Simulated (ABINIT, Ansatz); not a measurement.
**SiC (P6_3mc): G0W0 on several meshes in ABINIT**

How does the mesh move the gap of SiC (P6_3mc)?

Calculated with ABINIT 10.8.3; PBE and many-body steps on it, plane waves.

## 1. Starting point

Symmetry: P6_3mc, No. 186, hexagonal system. Conventional cell: a = 3.077 Å, b = 3.077 Å, c = 15.098 Å, α = 90.00°, β = 90.00°, γ = 120.00°. Nearest to Si lie 4 C at 1.88 to 1.89 Å. Si has 4 C at 1.89 Å nearest. Nearest to C lie 4 Si at 1.88 to 1.89 Å. C has 4 Si at 1.88 to 1.89 Å nearest. Nearest to C lie 4 Si at 1.89 Å. Farther neighbours are not listed.

The cell and positions are those that the Materials Project relaxed with its own functionals (PBE, PBE+U or r2SCAN), kept fixed.

## 2. Empty states on the mesh, 6×6×1 mesh, 898 bands

This step: ABINIT 10.8.3; DFT, PBE, plane waves, norm-conserving pseudopotentials.

The sums over transitions need many empty states on a uniform mesh; this step solves for them.

The input, run.abi:

```
acell 3*1.0 Angstrom
rprim 
  3.076621010229 -0.000000000007 0.000000000000
  -1.538310505109 2.664431952678 0.000000000000
  0.000000000000 0.000000000000 15.098084320000
ntypat 2
znucl 14 6
natom 12
typat 1 1 1 1 1 1 2 2 2 2 2 2
xred 
  0.333333333333 0.666666666667 0.832986150000
  0.666666666667 0.333333333333 0.332986150000
  0.666666666667 0.333333333333 0.666500600000
  0.333333333333 0.666666666667 0.166500600000
  0.000000000000 0.000000000000 0.499729420000
  0.000000000000 0.000000000000 0.999729420000
  0.000000000000 0.000000000000 0.874366410000
  0.000000000000 0.000000000000 0.374366410000
  0.333333333333 0.666666666667 0.707996780000
  0.666666666667 0.333333333333 0.207996780000
  0.666666666667 0.333333333333 0.541521640000
  0.333333333333 0.666666666667 0.041521640000
pp_dirpath "pseudos"
pseudos "Si.upf, C.upf"
ecut 37
ngkpt 6 6 1
nshiftk 1
shiftk 0 0 0
kptopt 1
chksymbreak 0
iscf -2
irdden 1
istwfk *1
nband 898
nbdbuf 80
tolwfr 1e-09
nstep 60
prtvol 0
indata_prefix "in"
outdata_prefix "out"
tmpdata_prefix "tmp"
```

On the command line:

```console
> OMP_NUM_THREADS=1 mpirun -n 16 abinit run.abi > log
```

Numbers of over 12 decimals in the logs are rounded to 6 here.

Output:

```text
.Version 10.8.3 of ABINIT. v10.8.2 released Aug 2026.

 Symmetries : space group P6_3 m c (#186); Bravais hP (primitive hexag.)
[... echo of the input left out ...]
== DATASET  1 ==================================================================
-   mpi_nproc: 16, omp_nthreads: 1 (-1 if OMP is not activated)
-    --> not optimal distribution: autoparal keyword recommended in input file <--

--- !DatasetInfo
iteration_state: {dtset: 1, }
dimensions: {natom: 12, nkpt: 7, mband: 898, nsppol: 1, nspinor: 1, nspden: 1, mpw: 9054, }
cutoff_energies: {ecut:  37.0, pawecutdg:  -1.0, }
[...]
7.32284    7.32296    7.34936    7.35951    7.36509    7.36592    7.38991    7.39335
   7.40015    7.40174    7.40942    7.41539    7.43007    7.43567    7.43975    7.44490
   7.44878    7.45791
 prteigrs : prtvol=0 or 1, do not print more k-points.

== END DATASET(S) ==============================================================
================================================================================

 -outvars: echo values of variables after computation  --------
            nband         898
             nkpt           7
          spgroup         186
 [... the other variables as echoed above ...]

 Calculation completed.
```

The job ended after 21 min (16 MPI ranks of AMD EPYC 7R43, shared host; peak memory 2.5 GiB).

This step gave:

* gap: 2.027 eV
* k of the valence top: 0, 0, 0
* k of the conduction bottom: 0.5, 0, 0
* least direct gap: 3.130 eV
* k points computed: 7
* lowest point of the top converged band, above the valence top: 181.4774 eV

On this mesh the gap is 2.027 eV.

The density comes from a self-consistent run that is not shown.

## 3. Screening, 6×6×1 mesh, 348 bands, screening to 176.9 eV

The RPA dielectric matrix is built and inverted for each q.

This step: RPA screening on PBE, plane waves, norm-conserving pseudopotentials.

Edit run.abi of step 2 so:

```diff
@@ -30,10 +30,11 @@
 chksymbreak 0
-iscf -2
-irdden 1
 istwfk *1
-nband 898
-nbdbuf 80
-tolwfr 1e-09
-nstep 60
-prtvol 0
+occopt 1
+irdwfk 1
+optdriver 3
+nband 348
+ecuteps 6.5
+inclvkb 2
+awtr 1
+symchi 1
 indata_prefix "in"
```

Output:

```text
.Version 10.8.3 of ABINIT. v10.8.2 released Aug 2026.

 Symmetries : space group P6_3 m c (#186); Bravais hP (primitive hexag.)
[... echo of the input left out ...]
== DATASET  1 ==================================================================
-   mpi_nproc: 16, omp_nthreads: 1 (-1 if OMP is not activated)

--- !DatasetInfo
iteration_state: {dtset: 1, }
dimensions: {natom: 12, nkpt: 7, mband: 348, nsppol: 1, nspinor: 1, nspden: 1, mpw: 9054, }
cutoff_energies: {ecut:  37.0, pawecutdg:  -1.0, }
electrons: {nelect:   4.80000000E+01, charge:   0.00000000E+00, occopt:   1.00000000E+00, tsmear:   1.00000000E-02, }

 SCREENING: Calculation of the susceptibility and dielectric matrices

 Based on a program developped by R.W. Godby, V. Olevano, G. Onida, and L. Reining.
 Incorporated in ABINIT by V. Olevano, G.-M. Rignanese, and M. Torrent.
.Using double precision arithmetic ; gwpc =  8

[... cell and pseudopotentials left out ...]
--------------------------------------------------------------------------------

 ==== K-mesh for the wavefunctions ====
 Number of points in the irreducible wedge :     7
[... list of points left out ...]
 Together with 12 symmetry operations and time-reversal symmetry
 yields    36 points in the full Brillouin Zone.

 ==== Q-mesh for the screening function ====
 Number of points in the irreducible wedge :     7
[... list of points left out ...]
 Together with 12 symmetry operations and time-reversal symmetry
 yields    36 points in the full Brillouin Zone.

 setmesh: FFT mesh size selected  =    20x   20x  120
          total number of points  =        48000

 vcoul_init : cutoff-mode = AUXILIARY_FUNCTION
 q-points for optical limit:   1
     1)      0.000010    0.000020    0.000030

- screening: taking advantage of time-reversal symmetry
- Maximum band index for partially occupied states nbvw = 24
- Remaining bands to be divided among processors   nbcw = 324
- Number of bands treated by each node ~20

 Number of electrons calculated from density =   48.0000; Expected =   48.0000
 average of density, n =  0.057470
 r_s =    1.6075
 omega_plasma =   23.1248 [eV]

 calculating chi0 at frequencies [eV] :
  1    0.000000E+00    0.000000E+00
  2    0.000000E+00    2.312478E+01

--------------------------------------------------------------------------------
  q-point number  1        q = ( 0.000000, 0.000000, 0.000000) [r.l.u.]
--------------------------------------------------------------------------------
[... chi0 elements left out ...]
 For q-point:  0.000010 0.000020 0.000030
  dielectric constant =   6.9587
  dielectric constant without local fields =   7.6139

  Average fulfillment of the sum rule on Im[epsilon] for q-point    1 :     91.26  [%]
[... wings left out ...]
  q-point number  2        q = ( 0.166667, 0.000000, 0.000000) [r.l.u.]
--------------------------------------------------------------------------------
[... chi0 elements left out ...]
  Average fulfillment of the sum rule on Im[epsilon] for q-point    2 :     91.36  [%]

 [... 5 further q-points ...]
```

Run time: 2 min. Hardware: 16 MPI ranks; peak memory 7.5 GiB; 31 min of CPU time.

Numbers from this step:

```
ε∞ with local fields, on this mesh, along the program's q direction : 6.959
the same without local fields                                       : 7.614
plasma frequency                                                    : 23.12 eV
plane waves in the screening matrix                                 : 675
```

Local fields lower ε∞ by 9 %. On a Γ-centred mesh this coarse the value itself is usually too large, while a short band sum pulls it down.

## 4. 6×6×1

The self-energy is evaluated for the states that the input lists, and the levels follow from it, in one-shot runs by the linearised quasiparticle equation.

This step: G0W0 on PBE, plane waves, norm-conserving pseudopotentials.

Edit run.abi of step 3 so:

```diff
@@ -33,8 +33,17 @@
 irdwfk 1
-optdriver 3
+optdriver 4
 nband 348
+gwcalctyp 0
+ecutsigx 37
+symsigma 1
+nkptgw 2
+kptgw 
+  0.0000000000 0.0000000000 0.0000000000
+  0.5000000000 0.0000000000 0.0000000000
+bdgw 
+  23 26
+  23 26
 ecuteps 6.5
-inclvkb 2
-awtr 1
-symchi 1
+irdscr 1
+ppmodel 1
 indata_prefix "in"
```

Output:

```text
.Version 10.8.3 of ABINIT. v10.8.2 released Aug 2026.

 Symmetries : space group P6_3 m c (#186); Bravais hP (primitive hexag.)
[... echo of the input left out ...]
== DATASET  1 ==================================================================
-   mpi_nproc: 16, omp_nthreads: 1 (-1 if OMP is not activated)

--- !DatasetInfo
iteration_state: {dtset: 1, }
dimensions: {natom: 12, nkpt: 7, mband: 348, nsppol: 1, nspinor: 1, nspden: 1, mpw: 9054, }
cutoff_energies: {ecut:  37.0, pawecutdg:  -1.0, }
electrons: {nelect:   4.80000000E+01, charge:   0.00000000E+00, occopt:   1.00000000E+00, tsmear:   1.00000000E-02, }

 SIGMA: Calculation of the GW corrections

 Based on a program developped by R.W. Godby, V. Olevano, G. Onida, and L. Reining.
 Incorporated in ABINIT by V. Olevano, G.-M. Rignanese, and M. Torrent.
.Using double precision arithmetic ; gwpc =  8

[... cell and pseudopotentials left out ...]
--------------------------------------------------------------------------------

 ==== K-mesh for the wavefunctions ====
 Number of points in the irreducible wedge :     7
[... list of points left out ...]
 Together with 12 symmetry operations and time-reversal symmetry
 yields    36 points in the full Brillouin Zone.

 ==== Q-mesh for screening function ====
 Number of points in the irreducible wedge :     7
[... list of points left out ...]
 Together with 12 symmetry operations and time-reversal symmetry
 yields    36 points in the full Brillouin Zone.

 vcoul_init : cutoff-mode = AUXILIARY_FUNCTION
 q-points for optical limit:   1
     1)      0.000010    0.000020    0.000030
 setmesh: FFT mesh size selected  =    27x   27x  160
          total number of points  =       116640

 Number of electrons calculated from density =   48.0000; Expected =   48.0000
 average of density, n =  0.057470
 r_s =    1.6075
 omega_plasma =   23.1248 [eV]

 === KS Band Gaps ===
  >>>> For spin  1
   Minimum direct gap =   3.1302 [eV], located at k-point      :   0.5000  0.0000  0.0000
   Fundamental gap    =   2.0267 [eV], Top of valence bands at :   0.0000  0.0000  0.0000
                                       Bottom of conduction at :   0.5000  0.0000  0.0000
 SIGMA fundamental parameters:
 PLASMON POLE MODEL  1
 number of plane-waves for SigmaX                 8941
 number of plane-waves for SigmaC and W            675
 number of plane-waves for wavefunctions          8941
 number of bands                                   348
 number of independent spin polarizations            1
 number of spinorial components                      1
 number of k-points in IBZ                           7
 number of q-points in IBZ                           7
 number of symmetry operations                      12
 number of k-points in BZ                           36
 number of q-points in BZ                           36
 number of frequencies for dSigma/dE                 9
 frequency step for dSigma/dE [eV]                0.25
 number of omega for Sigma on real axis              0
 max omega for Sigma on real axis  [eV]           0.00
 zcut for avoiding poles [eV]                     0.10

 EPSILON^-1 parameters (SCR file):
 dimension of the eps^-1 matrix on file            675
 dimension of the eps^-1 matrix used               675
 number of plane-waves for wavefunctions          8941
 number of bands                                   348
 number of q-points in IBZ                           7
 number of frequencies                               2
 number of real frequencies                          1
 number of imag frequencies                          1

 matrix elements of self-energy operator (all in [eV])

 Perturbative Calculation

--- !SelfEnergy_ee
iteration_state: {dtset: 1, }
kpoint     : [   0.000,    0.000,    0.000, ]
spin       : 1
KS_gap     :    5.203
QP_gap     :    6.066
Delta_QP_KS:    0.864
data: !SigmaeeData |
     Band     E0 <VxcDFT>   SigX SigC(E0)      Z dSigC/dE  Sig(E)    E-E0       E
       23   6.915 -14.969 -17.624   2.118   0.793  -0.261 -15.395  -0.426   6.489
       24   6.915 -14.969 -17.624   2.118   0.793  -0.261 -15.395  -0.426   6.489
       25  12.118 -12.157  -6.935  -4.680   0.806  -0.241 -11.720   0.438  12.555
       26  12.288 -12.102  -6.844  -4.723   0.805  -0.242 -11.671   0.431  12.719

--- !SelfEnergy_ee
iteration_state: {dtset: 1, }
kpoint     : [   0.500,    0.000,    0.000, ]
spin       : 1
KS_gap     :    3.130
QP_gap     :    3.960
Delta_QP_KS:    0.830
data: !SigmaeeData |
     Band     E0 <VxcDFT>   SigX SigC(E0)      Z dSigC/dE  Sig(E)    E-E0       E
       23   5.248 -13.924 -17.012   2.318   0.791  -0.264 -14.533  -0.609   4.640
       24   5.811 -14.516 -17.634   2.396   0.790  -0.266 -15.087  -0.571   5.241
       25   8.942 -10.944  -6.767  -3.860   0.817  -0.224 -10.685   0.259   9.201
       26   9.134 -10.790  -6.503  -3.970   0.818  -0.222 -10.530   0.260   9.394

== END DATASET(S) ==============================================================
================================================================================

 -outvars: echo values of variables after computation  --------
           etotal      0.0000000000E+00
            nband         348
             nkpt           7
          spgroup         186
 [... the other variables as echoed above ...]

 Calculation completed.
```

Elapsed: 42 s, on 16 MPI ranks; peak memory 7.1 GiB; 11 min of CPU time.

This step gave:

- G0W0 gap on the points computed: 2.712 eV
- starting gap on the mesh: 2.027 eV
- k of the valence top: 0, 0, 0
- k of the conduction bottom: 0.5, 0, 0
- Z at the valence top: 0.793
- Z at the conduction bottom: 0.817
- least direct G0W0 gap on the computed points: 3.960 eV

The gap on the mesh goes from 2.03 eV to 2.71 eV, a correction of +0.69 eV.

## 5. Empty states on the mesh, 3×3×1 mesh, 382 bands

This step: DFT, PBE, plane waves, norm-conserving pseudopotentials.

Edit run.abi of step 4 so:

```diff
@@ -25,3 +25,3 @@
 ecut 37
-ngkpt 6 6 1
+ngkpt 3 3 1
 nshiftk 1
@@ -30,20 +30,10 @@
 chksymbreak 0
+iscf -2
+irdden 1
 istwfk *1
-occopt 1
-irdwfk 1
-optdriver 4
-nband 348
-gwcalctyp 0
-ecutsigx 37
-symsigma 1
-nkptgw 2
-kptgw 
-  0.0000000000 0.0000000000 0.0000000000
-  0.5000000000 0.0000000000 0.0000000000
-bdgw 
-  23 26
-  23 26
-ecuteps 6.5
-irdscr 1
-ppmodel 1
+nband 382
+nbdbuf 34
+tolwfr 1e-09
+nstep 60
+prtvol 0
 indata_prefix "in"
```

Output:

```text
.Version 10.8.3 of ABINIT. v10.8.2 released Aug 2026.

 Symmetries : space group P6_3 m c (#186); Bravais hP (primitive hexag.)
[... echo of the input left out ...]
== DATASET  1 ==================================================================
-   mpi_nproc: 16, omp_nthreads: 1 (-1 if OMP is not activated)
-    --> not optimal distribution: autoparal keyword recommended in input file <--

--- !DatasetInfo
iteration_state: {dtset: 1, }
dimensions: {natom: 12, nkpt: 3, mband: 382, nsppol: 1, nspinor: 1, nspden: 1, mpw: 9054, }
cutoff_energies: {ecut:  37.0, pawecutdg:  -1.0, }
[...]
3.89055    3.89055    3.90973    3.95699    3.95800    3.95801    3.96805    3.96806
   3.98300    3.99540    3.99547    4.00923    4.01065    4.01155    4.01991    4.02140
   4.02213    4.02460    4.02798    4.05108    4.05360    4.06052
 prteigrs : prtvol=0 or 1, do not print more k-points.

== END DATASET(S) ==============================================================
================================================================================

 -outvars: echo values of variables after computation  --------
            nband         382
             nkpt           3
          spgroup         186
 [... the other variables as echoed above ...]

 Calculation completed.
```

Elapsed: 4.4 min, on 16 MPI ranks; peak memory 1.4 GiB.

This step gave:

* gap: 2.828 eV
* k of the valence top: 0, 0, 0
* k of the conduction bottom: 0.3333, 0, 0
* least direct gap: 3.654 eV
* k points computed: 3
* lowest point of the top converged band, above the valence top: 95.3060 eV

On this mesh the gap is 2.828 eV.

## 6. Screening, 3×3×1 mesh, 348 bands, screening to 176.9 eV

This step: RPA screening on PBE, plane waves, norm-conserving pseudopotentials.

Edit run.abi of step 5 so:

```diff
@@ -30,10 +30,11 @@
 chksymbreak 0
-iscf -2
-irdden 1
 istwfk *1
-nband 382
-nbdbuf 34
-tolwfr 1e-09
-nstep 60
-prtvol 0
+occopt 1
+irdwfk 1
+optdriver 3
+nband 348
+ecuteps 6.5
+inclvkb 2
+awtr 1
+symchi 1
 indata_prefix "in"
```

Output:

```text
.Version 10.8.3 of ABINIT. v10.8.2 released Aug 2026.

 Symmetries : space group P6_3 m c (#186); Bravais hP (primitive hexag.)
[... echo of the input left out ...]
== DATASET  1 ==================================================================
-   mpi_nproc: 16, omp_nthreads: 1 (-1 if OMP is not activated)

--- !DatasetInfo
iteration_state: {dtset: 1, }
dimensions: {natom: 12, nkpt: 3, mband: 348, nsppol: 1, nspinor: 1, nspden: 1, mpw: 9054, }
cutoff_energies: {ecut:  37.0, pawecutdg:  -1.0, }
electrons: {nelect:   4.80000000E+01, charge:   0.00000000E+00, occopt:   1.00000000E+00, tsmear:   1.00000000E-02, }

 SCREENING: Calculation of the susceptibility and dielectric matrices

 Based on a program developped by R.W. Godby, V. Olevano, G. Onida, and L. Reining.
 Incorporated in ABINIT by V. Olevano, G.-M. Rignanese, and M. Torrent.
.Using double precision arithmetic ; gwpc =  8

[... cell and pseudopotentials left out ...]
--------------------------------------------------------------------------------

 ==== K-mesh for the wavefunctions ====
 Number of points in the irreducible wedge :     3
[... list of points left out ...]
 Together with 12 symmetry operations and time-reversal symmetry
 yields     9 points in the full Brillouin Zone.

 ==== Q-mesh for the screening function ====
 Number of points in the irreducible wedge :     3
[... list of points left out ...]
 Together with 12 symmetry operations and time-reversal symmetry
 yields     9 points in the full Brillouin Zone.

 setmesh: FFT mesh size selected  =    20x   20x  120
          total number of points  =        48000

 vcoul_init : cutoff-mode = AUXILIARY_FUNCTION
 q-points for optical limit:   1
     1)      0.000010    0.000020    0.000030

- screening: taking advantage of time-reversal symmetry
- Maximum band index for partially occupied states nbvw = 24
- Remaining bands to be divided among processors   nbcw = 324
- Number of bands treated by each node ~20

 Number of electrons calculated from density =   48.0000; Expected =   48.0000
 average of density, n =  0.057470
 r_s =    1.6075
 omega_plasma =   23.1248 [eV]

 calculating chi0 at frequencies [eV] :
  1    0.000000E+00    0.000000E+00
  2    0.000000E+00    2.312478E+01

--------------------------------------------------------------------------------
  q-point number  1        q = ( 0.000000, 0.000000, 0.000000) [r.l.u.]
--------------------------------------------------------------------------------
[... chi0 elements left out ...]
 For q-point:  0.000010 0.000020 0.000030
  dielectric constant =   9.7687
  dielectric constant without local fields =  10.6842

  Average fulfillment of the sum rule on Im[epsilon] for q-point    1 :     91.25  [%]
[... wings left out ...]
  q-point number  2        q = ( 0.333333, 0.000000, 0.000000) [r.l.u.]
--------------------------------------------------------------------------------
[... chi0 elements left out ...]
  Average fulfillment of the sum rule on Im[epsilon] for q-point    2 :     88.87  [%]

 [... 1 further q-points ...]
```

It took 31 s on 16 MPI ranks; peak memory 4.8 GiB.

This step gave:

| Property | Result |
| --- | --- |
| ε∞ with local fields, on this mesh, along the program's q direction | 9.769 |
| the same without local fields | 10.68 |
| plasma frequency | 23.12 eV |
| plane waves in the screening matrix | 675 |

(Part 1 of 2 ends here.)

[Paths, hosts, dates, memory and timing lines, banners, echoed tables and standing remarks are left out of the program output.]

[Logs are printed without paths, hosts, clocks, repeated set-up lines and the standing remarks that a program may print on its own settings, such as how far it seeks lower states.]

[Runs of the session that timed out or met a known fault of the program may be left out.]

[Hosts, paths, dates, database ids (printed as entryN), source tags and the programs' standing remarks are cut or masked in the printed files.]

[G0W0 gaps are taken among the corrected bands and points alone; a level outside them can change the order at an edge.]

[Where Ansatz stands beside ABINIT at settings called matched, ABINIT's density can come from a denser mesh and the files from another edition; pairs whose starting gaps differed by over 0.03 eV were left out, so agreement reads better than it is.]
